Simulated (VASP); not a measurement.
Here is a VASP 6.6.1 calculation.

File INCAR:

```
PREC = Accurate
ENCUT = 520
EDIFF = 1E-6
ISMEAR = -1
SIGMA = 0.1
LREAL = False
LASPH = True
NELM = 80
ALGO = Fast
ISIF = 2
LWAVE = False
LCHARG = True
GGA = B5
ALDAX = 1.0
AGGAX = 1.0
AGGAC = 1.0
ALDAC = 0.0
LELF = True
LVHAR = True
LVACPOTAV = True
```

File KPOINTS:

```
regular mesh
0
Gamma
  9 9 1
```

The input POSCAR:

```
Hg
1.0
    3.6057960290      0.0000000000      0.0000000000
    1.7995193020      3.1246592269      0.0000000000
    0.0000000000      0.0000000000     23.4440744872
Hg
4
Direct
    0.3343437984      0.3343437984      0.3199102615
    0.6692523297      0.6692523297      0.4410345604
    0.3337790654      0.3337790654      0.5589654396
    0.6686875968      0.6686875968      0.6800897385
```

Potentials or basis: VASP PAW PBE potentials, release 64 (Hg).

Command:

```sh
$ cat potpaw_PBE.64/Hg/POTCAR > POTCAR
$ mpirun -np 1 vasp_std > vasp.out
```

Problem. Estimate the largest force.

Solution. 0.200 eV/Å.

Problem. What does it give for the band gap on the k mesh?

Solution. 1.50 eV, indirect (least direct gap 1.94 eV).

Forces in eV/Å, atoms in the order of the input:
```
Hg   0.000  0.000 -0.200
Hg  -0.002 -0.001 -0.019
Hg   0.002  0.001  0.019
Hg   0.000  0.000  0.200
```

Caveat: the PAW data sets were made with another functional, which shifts forces and pressure a little; spin-orbit coupling is left out, which moves the levels of the heavy elements.
